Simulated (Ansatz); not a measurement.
The system is PbSe (Clausthalite).

```
Pb Se
1.0
     0.00000    3.06065    3.06065
     3.06065    0.00000    3.06065
     3.06065    3.06065    0.00000
Pb Se
1 1
Direct
  0.00000 0.00000 0.00000
  0.50000 0.50000 0.50000
```

- Program: Ansatz 0.2.0
- Task: relaxation of cell and atoms
- Functional: RPBE
- Dispersion: D3(BJ)
- Potentials or basis: Ansatz PAW
- Cutoff: 420 eV (not typed: the program's choice for these potentials)
- k mesh: 8 × 8 × 8
- Occupations: fermi-dirac, width 0.05 eV
- Spin: no spin polarisation

At the start: volume 28.67 Å³/atom.

Where does the relaxation end?

It ends after 6 steps and the volume is 23.70 Å³/atom (-17.4 %); space group Fm-3m (No. 225, to 0.05 Å).

The path:
```
step  energy change (eV)  largest force (eV/Å)  volume (Å³)
   1              0.0000                0.0000        57.34
   2             -0.3621                0.0000        49.36
   3             -0.3784                0.0000        46.57
   4             -0.3821                0.0000        47.45
   5             -0.3821                0.0000        47.39
   6             -0.3812                0.0000        47.39
```

Final structure:
```
Pb Se
1.0
     0.00000    2.87227    2.87227
     2.87227    0.00000    2.87227
     2.87227    2.87227    0.00000
Pb Se
1 1
Direct
  0.00000 0.00000 0.00000
  0.50000 0.50000 0.50000
```

The cell as given is a measured one (28.67 Å³/atom); RPBE+D3(BJ) puts the equilibrium volume -17.4 % from it, thermal expansion not counted.

Caveat: the volume moved by over 15 % at a fixed basis, so the end points are rough; the plane-wave basis is chosen anew once the cell has moved, so the energies of steps on either side of that aren't comparable; the volume moved by -17 % from the deposited cell, more than functionals usually miss; the PAW data sets come from PBE, with cores solved anew for the run's functional, which leaves a small shift of forces and pressure.
